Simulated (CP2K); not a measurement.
Pb under changes of volume

One of the cells (29.314 Å³/atom); the others are scaled copies at fixed shape and fractional positions:

```
Pb
1.0
     3.48000    0.00000    0.00000
    -1.74000    3.01377    0.00000
     0.00000    0.00000    5.59000
Pb
2
Direct
  0.66667 0.33333 0.75000
  0.33333 0.66667 0.25000
```

This isn't the form of Pb at room conditions, which is fcc.

```yaml
Program: CP2K 2026.2
Functional: PBE
Potentials_or_basis: POTENTIAL_UZH Pb GTH-PBE-q4; TZVP-MOLOPT-PBE-GTH basis
Density_cutoff: 6123 eV
k_mesh: 9 × 9 × 5
Occupations: fermi-dirac, width 0.05 eV
Spin: no spin polarisation
```

```tsv
volume (Å³/atom)	energy over the lowest point (meV/atom)	pressure (GPa)
27.555	117.53	9.7
28.141	85.19	8.0
28.727	?	?
29.314	37.35	5.2
29.900	20.80	3.9
30.486	8.51	2.9
31.073	0.00	1.9
```

What does the run at 28.727 Å³/atom give?

Energy over the lowest point 58.65 meV/atom; pressure 6.5 GPa.

Worked out: A Birch-Murnaghan fit of order 3 (a polynomial in V^(-2/3)) to the other rows has no minimum within the range. It gives 58.66 meV/atom at 28.727 Å³/atom, against the run's 58.65, and -dE/dV = 6.5 GPa, against 6.5.

Energies are extrapolated to zero smearing.

Caveats: the basis of atomic orbitals isn't converged, which shifts pressures, moduli and gaps.
